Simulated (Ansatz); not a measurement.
# Cr: the cost of one run

Method: DFT PBE, scalar-relativistic, plane waves, PAW, in Ansatz 0.2.0.

The COD cell was measured well above room temperature, so it is larger than a cold one.

1 further run of the same task is left out (set aside as unsound or not needed).

### Step 1. The system as given

It takes space group Im-3m (No. 229, cubic). The conventional cell has a = 3.195 Å, b = 3.195 Å, c = 3.195 Å, α = 90.00°, β = 90.00°, γ = 90.00°. Around W (site symmetry m-3m) lie 8 W at 2.77 Å.

Structure file:

```
W
1.0
    -1.59730    1.59730    1.59730
     1.59730   -1.59730    1.59730
     1.59730    1.59730   -1.59730
W
1
Direct
  0.00000 0.00000 0.00000
```

The structure comes from the Crystallography Open Database.

### Step 2. One element swapped, cell strained: W → Cr, first probe

Against the listed cell: Cr takes all sites of W, and lengths are scaled by 0.915 as a first guess of the size; strain xx, yy, zz, yz, xz, xy = +0.6, +0.6, +0.6, +0.0, +0.0, +0.0 %.

input.yaml reads:

```yaml
crystal:
  lattice:
    - [-1.470220291, 1.470220291, 1.470220291]
    - [1.470220291, -1.470220291, 1.470220291]
    - [1.470220291, 1.470220291, -1.470220291]
  atoms:
    - { symbol: Cr, position: [0.0, 0.0, 0.0], spin: 3.0 }
basis:
  ecutwfc: 420
kpoints:
  mp_grid: { grid: [8, 8, 8] }
hamiltonian:
  xc: pbe
scf:
  occupations: { method: gaussian, width: 0.1 }
  lower_state_search: "off"
output:
  forces: true
  stress: true
  eigenvalues: true
  populations: true
magnetization:
  spin_polarized: true
```

Run with:

```console
> ansatz run input.yaml --threads 1 --pin off --max-ram 1331MiB --backend cpu --events-out ev --progress --plain --runs-dir out
```

Q: Estimate wall time and peak memory on 1 thread of an x86-64 CPU, shared host.

About 3.9 s, with a peak of 0.27 GiB.
